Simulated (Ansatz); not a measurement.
Gradients in SiO2 at several cell volumes

Reference cell: a Materials Project structure (computed, not necessarily an observed phase), ions relaxed with PBE at fixed cell.

Space group P2_13 (No. 198); a = 7.0818 Å.

| site | Wyckoff | site symmetry | x | y | z |
| --- | --- | --- | --- | --- | --- |
| Si1 | 4a | .3. | 0.9771 | 0.5229 | 0.4771 |
| Si5 | 4a | .3. | 0.7142 | 0.7858 | 0.2142 |
| O9 | 12b | 1 | 0.8607 | 0.3328 | 0.5326 |
| O17 | 4a | .3. | 0.1542 | 0.1542 | 0.1542 |

One atom of each set is listed.

All values are calculated (Ansatz; DFT, PBE, plane waves and PAW (field gradients read without the response of the frozen cores, which leaves them typically 4 to 6 % off), scalar-relativistic, 420 eV cutoff, Γ-centred 3×3×3 k-points, Fermi–Dirac smearing 0.02 eV), not measured.

The cell is scaled uniformly, and the ions keep their fractional positions.

(1) How do the gradients (10²¹ V/m²) respond?

## Answers

(1) 

```json
{"V/V₀": "0.95", "Si1 V_zz (η)": "-0.16 (0.00)", "Si5 V_zz (η)": "0.39 (0.00)", "O9 V_zz (η)": "8.87 (0.20)", "O17 V_zz (η)": "9.97 (0.00)"}
{"V/V₀": "0.96", "Si1 V_zz (η)": "-0.16 (0.00)", "Si5 V_zz (η)": "0.41 (0.00)", "O9 V_zz (η)": "9.05 (0.21)", "O17 V_zz (η)": "10.17 (0.00)"}
{"V/V₀": "0.98", "Si1 V_zz (η)": "-0.16 (0.00)", "Si5 V_zz (η)": "0.44 (0.00)", "O9 V_zz (η)": "9.39 (0.21)", "O17 V_zz (η)": "10.55 (0.00)"}
{"V/V₀": "1.00", "Si1 V_zz (η)": "-0.15 (0.00)", "Si5 V_zz (η)": "0.47 (0.00)", "O9 V_zz (η)": "9.72 (0.22)", "O17 V_zz (η)": "10.92 (0.00)"}
{"V/V₀": "1.03", "Si1 V_zz (η)": "-0.14 (0.00)", "Si5 V_zz (η)": "0.52 (0.00)", "O9 V_zz (η)": "10.20 (0.23)", "O17 V_zz (η)": "11.46 (0.00)"}
```

Logarithmic slopes d ln|V_zz|/d ln V over the series: Si1 -1.4, Si5 3.4, O9 1.7, O17 1.7. Point charges on a uniformly scaled lattice would give −1; charge that moves in the bonds makes the difference.

The atoms aren't relaxed in the scaled cells (forces up to 0.62 eV/Å): every bond scales with the cell, where a real crystal would keep its stiff bonds nearly fixed.
